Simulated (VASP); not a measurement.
# H (P-1) in VASP: single point with r2SCAN

Aim: the single point of H with r2SCAN.

All numbers are computed with VASP 6.6.1; they aren't measurements. Logs are shortened: lines on timing, memory, paths and dates and some standing lists are left out, and cuts for length are marked.

**1. The crystal as given**

The typed cell holds 1 atom: a = 2.049 Å, b = 2.056 Å, c = 2.034 Å, α = 107.64°, β = 111.08°, γ = 111.09°.

The cell was built by a generator and needn't be a form met in nature.

**2. Single point, r2SCAN**

POSCAR reads:

```
H
1.0
   -1.2284620000      1.1614620000      1.1581940000
    1.2167190000     -1.1795160000      1.1645050000
    1.1977160000      1.1487700000     -1.1762480000
H
1
Direct
    0.0090370000      0.9696630000      0.9102860000
```

INCAR.step1 reads:

```
PREC     = Accurate       # precision mode
ENCUT    = 520            # plane-wave cutoff, eV
ISMEAR   = -1             # smearing method
SIGMA    = 0.1            # smearing width, eV
LREAL    = F              # projectors in reciprocal space
LASPH    = T              # aspherical terms in the spheres
NELM     = 60             # most SCF steps
NBANDS   = 6              # bands
GGA      = PE             # functional
ALGO     = Normal         # electronic algorithm
EDIFF    = 1E-4           # SCF threshold, eV
LWAVE    = T              # write WAVECAR
LCHARG   = F              # write CHGCAR
```

INCAR.step2 reads:

```
PREC     = Accurate       # precision mode
ENCUT    = 520            # plane-wave cutoff, eV
EDIFF    = 1E-6           # SCF threshold, eV
ISMEAR   = -1             # smearing method
SIGMA    = 0.1            # smearing width, eV
LREAL    = F              # projectors in reciprocal space
LASPH    = T              # aspherical terms in the spheres
NELM     = 60             # most SCF steps
ALGO     = Normal         # electronic algorithm
ISIF     = 2              # what is computed and relaxed
LWAVE    = F              # write WAVECAR
LCHARG   = F              # write CHGCAR
METAGGA  = R2SCAN         # meta-GGA
LMIXTAU  = T            
NBANDS   = 6              # bands
ISTART   = 1
```

KPOINTS reads:

```
Automatic mesh
0
Gamma
  11 10 11
  0 0.5 0.5
```

Potentials or basis: VASP PAW PBE potentials, release 64 (H).

Command:

```
$ cat potpaw_PBE.64/H/POTCAR > POTCAR
$ cp INCAR.step1 INCAR
$ mpirun -np 1 vasp_std > vasp.out
$ cp INCAR.step2 INCAR
$ mpirun -np 1 vasp_std > vasp.out
```

OUTCAR:

```text
PREC = Accurate
   ENCUT = 520
   EDIFF = 1E-6
   ISMEAR = -1
   LREAL = F
   LASPH = T
   NELM = 60
   ISIF = 2
   METAGGA = R2SCAN
   ISTART = 1

 ion  position               nearest neighbor table
   1  0.009  0.970  0.910-

  LATTYP: Found a triclinic cell.
 ALAT       =     6.0592955809
 B/A-ratio  =     0.3813161267
 C/A-ratio  =     0.3833447003
 COS(alpha) =     0.0155178532
 COS(beta)  =     0.2045088885
 COS(gamma) =     0.9614450933

  Lattice vectors:

 A1 = (  -1.2782110000,   5.7999800000,  -1.2006130000)
 A2 = (  -0.0307460000,   2.3102320000,  -0.0180540000)
 A3 = (   0.0117430000,   0.0180540000,  -2.3226990000)

Analysis of symmetry for initial positions (statically):
=====================================================================
 Subroutine PRICEL returns:
 Original cell was already a primitive cell.

 Routine SETGRP: Setting up the symmetry group for a
 triclinic supercell.

 Subroutine GETGRP returns: Found  2 space group operations
 (whereof  1 operations were pure point group operations)
 out of a pool of  2 trial point group operations.

The static configuration has the point symmetry C_1 .
 The point group associated with its full space group is S_2 .

Analysis of symmetry for dynamics (positions and initial velocities):
=====================================================================
 Subroutine PRICEL returns:
 Original cell was already a primitive cell.

 Routine SETGRP: Setting up the symmetry group for a
 triclinic supercell.

 Subroutine GETGRP returns: Found  2 space group operations
 (whereof  1 operations were pure point group operations)
 out of a pool of  2 trial point group operations.

The dynamic configuration has the point symmetry C_1 .
 The point group associated with its full space group is S_2 .

 Subroutine INISYM returns: Found  2 space group operations
 (whereof  1 operations are pure point group operations),
 and found     1 'primitive' translations

----------------------------------------------------------------------------------------

                                     Primitive cell

  volume of cell :       6.4762

  direct lattice vectors                    reciprocal lattice vectors
    -1.228462000  1.161462000  1.158194000     0.007667246  0.436350342  0.433964067
     1.216719000 -1.179516000  1.164505000     0.416393750  0.008923154  0.432708160
     1.197716000  1.148770000 -1.176248000     0.419786271  0.438486957  0.005530632

  length of vectors
     2.049274556  2.056145670  2.034147361     0.615455295  0.600582825  0.607060057

  position of ions in fractional coordinates (direct lattice)
     0.009037000  0.969663000  0.910286000

  ion indices of the primitive-cell ions
   primitive index   ion index
                 1           1

----------------------------------------------------------------------------------------

 KPOINTS: Automatic mesh

Automatic generation of k-mesh.
 Grid dimensions read from file:
 generate k-points for:   11   10   11

 Generating k-lattice:

  Cartesian coordinates                     Fractional coordinates (reciprocal lattice)
     0.000697022  0.039668213  0.039451279     0.090909091  0.000000000 -0.000000000
     0.041639375  0.000892315  0.043270816     0.000000000  0.100000000 -0.000000000
     0.038162388  0.039862451  0.000502785     0.000000000 -0.000000000  0.090909091

  Length of vectors
     0.055950481  0.060058282  0.055187278

  Shift w.r.t. Gamma in fractional coordinates (k-lattice)
     0.000000000  0.500000000  0.500000000

 Subroutine IBZKPT returns following result:
 ===========================================

 Found    605 irreducible k-points:

 Following reciprocal coordinates:
            Coordinates               Weight
  0.000000  0.050000  0.045455      2.000000
  0.090909  0.050000  0.045455      2.000000
  0.181818  0.050000  0.045455      2.000000
  0.272727  0.050000  0.045455      2.000000
  0.363636  0.050000  0.045455      2.000000
  0.454545  0.050000  0.045455      2.000000
[... 16 lines left out ...]
  0.000000  0.250000  0.045455      2.000000
  0.090909  0.250000  0.045455      2.000000
 [... further k-points ...]
   k-points           NKPTS =    605   k-points in BZ     NKDIM =    605   number of bands    NBANDS=      6
   number of dos      NEDOS =    301   number of ions     NIONS =      1
   total plane-waves  NPLWV =   4096
   dimension x,y,z NGX =    16 NGY =   16 NGZ =   16
   dimension x,y,z NGXF=    32 NGYF=   32 NGZF=   32
   ions per type =               1
   NGX,Y,Z   is equivalent  to a cutoff of  12.98, 12.94, 13.08 a.u.
   NGXF,Y,Z  is equivalent  to a cutoff of  25.96, 25.87, 26.15 a.u.
 SYSTEM =  unknown system
   PREC   = accura    normal or accurate (medium, high low for compatibility)
   ISTART =      1    job   : 0-new  1-cont  2-samecut
   ICHARG =      0    charge: 1-file 2-atom 10-const
   ISPIN  =      1    spin polarized calculation?
   LNONCOLLINEAR =      F non collinear calculations
   LSORBIT =      F    spin-orbit coupling
   LASPH  =      T    aspherical Exc in radial PAW
   ENCUT  =  520.0 eV  38.22 Ry    6.18 a.u.   3.81  3.82  3.78*2*pi/ulx,y,z
   NELM   =     60;   NELMIN=  2; NELMDL=  0     # of ELM steps
   EDIFF  = 0.1E-05   stopping-criterion for ELM
   LREAL  =      F    real-space projection
   EDIFFG = 0.1E-04   stopping-criterion for IOM
   NSW    =      0    number of steps for IOM
   IBRION =     -1    ionic relax: 0-MD 1-quasi-New 2-CG
   NFREE  =      0    steps in history (QN), initial steepest desc. (CG)
   ISIF   =      2    stress and relaxation
   ISYM   =      2    0-nonsym 1-usesym 2-fastsym
   POTIM  = 0.5000    time-step for ionic-motion
   TEBEG  =    0.0;   TEEND  =   0.0 temperature during run
   PSTRESS=    0.0 pullay stress
   NELECT =       1.0000    total number of electrons
   NUPDOWN=      -1.0000    fix difference up-down
   EMIN   =  10.00;   EMAX   =-10.00  energy-range for DOS
   EFERMI =   0.00;   METHOD = LEGACY
   ISMEAR =    -1;   SIGMA  =   0.10  broadening in eV -4-tet -1-fermi 0-gaus
   EFERMI_NEDOS =   21; number of points for ismear=-14 and -15
   IALGO  =     38    algorithm
   IMIX   =      4    mixing-type and parameters
     AMIX     =   0.40;   BMIX     =  1.00
     AMIX_MAG =   1.60;   BMIX_MAG =  1.00
  volume/ion in A,a.u.               =       6.48        43.70
  Fermi-wavevector in a.u.,A,eV,Ry     =   0.878282  1.659712 10.495246  0.771379
  Thomas-Fermi vector in A             =   1.998347
   LORBIT       =      0    0 simple, 1 ext, 2 COOP (PROOUT), +10 PAW based schemes
   METAGGA = R2SCAN    functional components
   LHFCALC =     F    Hartree Fock is set to
   AEXX    =    0.0000 exact exchange contribution
   IVDW    =     0    specifies the selected vdW correction
   LEPSILON=     F    determine dielectric tensor
   LRPA    =     F    only Hartree local field effects (RPA)
 non-spin polarized calculation
  energy-cutoff  :      520.00
  volume of cell :        6.48
 maximum number of plane-waves:       183
   NGX =  7   NGY =  7   NGZ =  7

 number of electron       1.0000000 magnetization

 Free energy of the ion-electron system (eV)
  ---------------------------------------------------
  ext. energy  EPLUGINS =         0.00000000
  ---------------------------------------------------
  free energy    TOTEN  =        -1.62885953 eV

  energy without entropy =       -1.62263723  energy(sigma->0) =       -1.62574838

 E-fermi :  -1.7821     XC(G=0):  -9.0798

 val. band max:       -1.7926663197   @ k =  -0.0000   0.2500   0.5000
 cond. band min:      -1.7524456697   @ k =   0.2727   0.2500   0.5000
 fundamental gap:      0.0402206500
 Fermi energy:        -1.7820643458

 k-point     1 :       0.0000    0.0500    0.0455
  band No.  band energies     occupation
      1     -11.0411      2.00000
      2      29.9235      0.00000
      3      41.8562      0.00000
      4      42.9920      0.00000
      5      44.1053      0.00000
      6      46.8303      0.00000

 k-point     2 :       0.0909    0.0500    0.0455
  band No.  band energies     occupation
      1     -10.0648      2.00000
      2      26.7088      0.00000
      3      37.2975      0.00000
      4      38.2025      0.00000
      5      41.9740      0.00000
      6      46.5711      0.00000

 k-point     3 :       0.1818    0.0500    0.0455
  band No.  band energies     occupation
      1      -8.1782      2.00000
      2      21.7535      0.00000
      3      31.4363      0.00000
      4      34.5138      0.00000
      5      39.0410      0.00000
      6      43.7492      0.00000

 k-point     4 :       0.2727    0.0500    0.0455
  band No.  band energies     occupation
      1      -5.4596      2.00000
      2      15.9444      0.00000
      3      27.6068      0.00000
      4      31.9034      0.00000
      5      36.8625      0.00000
      6      41.5967      0.00000

 k-point     5 :       0.3636    0.0500    0.0455
  band No.  band energies     occupation
      1      -2.2177      1.97468
      2      10.5168      0.00000
      3      25.5309      0.00000
      4      30.2724      0.00000
      5      35.6176      0.00000
      6      40.3732      0.00000

 k-point     6 :       0.4545    0.0500    0.0455
  band No.  band energies     occupation
      1      -0.2608      0.00000
      2       7.8330      0.00000
      3      24.7995      0.00000
      4      29.6277      0.00000
      5      35.3365      0.00000
      6      40.1188      0.00000

 k-point     7 :      -0.4545    0.0500    0.0455
  band No.  band energies     occupation
      1      -2.5064      1.99857
      2      10.9415      0.00000
      3      25.3175      0.00000
      4      29.9721      0.00000
      5      36.0205      0.00000
      6      40.8395      0.00000

 k-point     8 :      -0.3636    0.0500    0.0455
  band No.  band energies     occupation
      1      -5.7316      2.00000
      2      16.4234      0.00000
      3      27.2513      0.00000
      4      31.3042      0.00000
      5      37.6461      0.00000
      6      42.5207      0.00000
[... 91 lines left out ...]
 k-point    19 :      -0.3636    0.1500    0.0455
  band No.  band energies     occupation
      1      -6.4916      2.00000
      2      18.1325      0.00000
      3      25.6772      0.00000
      4      30.1076      0.00000
      5      42.6881      0.00000
      6      49.2014      0.00000

 k-point    20 :      -0.2727    0.1500    0.0455
  band No.  band energies     occupation
      1      -8.6488      2.00000
      2      21.6109      0.00000
      3      31.0953      0.00000
      4      34.6344      0.00000
      5      42.5133      0.00000
      6      48.6469      0.00000

 k-point    21 :      -0.1818    0.1500    0.0455
  band No.  band energies     occupation
      1      -9.9291      2.00000
      2      24.9709      0.00000
      3      35.2525      0.00000
      4      39.3912      0.00000
      5      42.5023      0.00000
      6      45.5775      0.00000

 k-point    22 :      -0.0909    0.1500    0.0455
  band No.  band energies     occupation
      1     -10.2895      2.00000
      2      26.9708      0.00000
      3      36.4087      0.00000
      4      39.4080      0.00000
      5      43.6705      0.00000
      6      44.0533      0.00000

 k-point    23 :       0.0000    0.2500    0.0455
  band No.  band energies     occupation
      1      -7.3738      2.00000
      2      18.4024      0.00000
      3      31.5686      0.00000
      4      36.5406      0.00000
      5      37.7944      0.00000
      6      42.5571      0.00000

 k-point    24 :       0.0909    0.2500    0.0455
  band No.  band energies     occupation
      1      -5.4512      2.00000
      2      15.2770      0.00000
      3      26.6398      0.00000
      4      31.5511      0.00000
      5      40.7768      0.00000
      6      46.5326      0.00000

 [... further k-points ...]

------------------------ aborting loop because EDIFF is reached ----------------------------------------

  FORCE on cell =-STRESS in cart. coord.  units (eV):
  Direction    XX          YY          ZZ          XY          YZ          ZX
  --------------------------------------------------------------------------------------
  -------------------------------------------------------------------------------------
  Total       -0.8881359     -0.9782134     -0.9940058      0.0012007     -0.0100516     -0.0389495
  in kB     -219.7187259   -242.0032751   -245.9102200      0.2970382     -2.4867024     -9.6358289
  external PRESSURE =    -235.8774070 kB  Pullay stress =       0.0000000 kB

 VOLUME and BASIS-vectors are now :
 -----------------------------------------------------------------------------
  energy-cutoff  :      520.00
  volume of cell :        6.48
      direct lattice vectors                 reciprocal lattice vectors
    -1.228462000  1.161462000  1.158194000     0.007667246  0.436350342  0.433964067
     1.216719000 -1.179516000  1.164505000     0.416393750  0.008923154  0.432708160
     1.197716000  1.148770000 -1.176248000     0.419786271  0.438486957  0.005530632

 POSITION                                       TOTAL-FORCE (eV/Angst)
 -----------------------------------------------------------------------------------
      2.25897     -0.08753      0.06892         0.000000     -0.000000      0.000000
 -----------------------------------------------------------------------------------
    total drift:                               -0.000000      0.000001      0.000000

  FREE ENERGIE OF THE ION-ELECTRON SYSTEM (eV)
  ---------------------------------------------------
  free  energy   TOTEN  =        -1.6288595328 eV

  energy  without entropy=       -1.6226372254  energy(sigma->0) =       -1.62574838
```

Wall time 2.6 min (1 thread of AMD EPYC 7R43 (Zen 3), shared host); peak memory 0.08 GiB.

What came out:

- Free energy: -1.6289 eV
- Pressure: -23.6 GPa
- Band gap on the k mesh: none (metal or under the smearing width)

Caveat: the k mesh is coarse (spacing up to 0.38 Å⁻¹), so the values aren't converged; so large a pressure means that the cell lies far from this level's equilibrium, or that cutoff or potentials fall short; the potentials were made for another functional, which shifts forces and pressure.
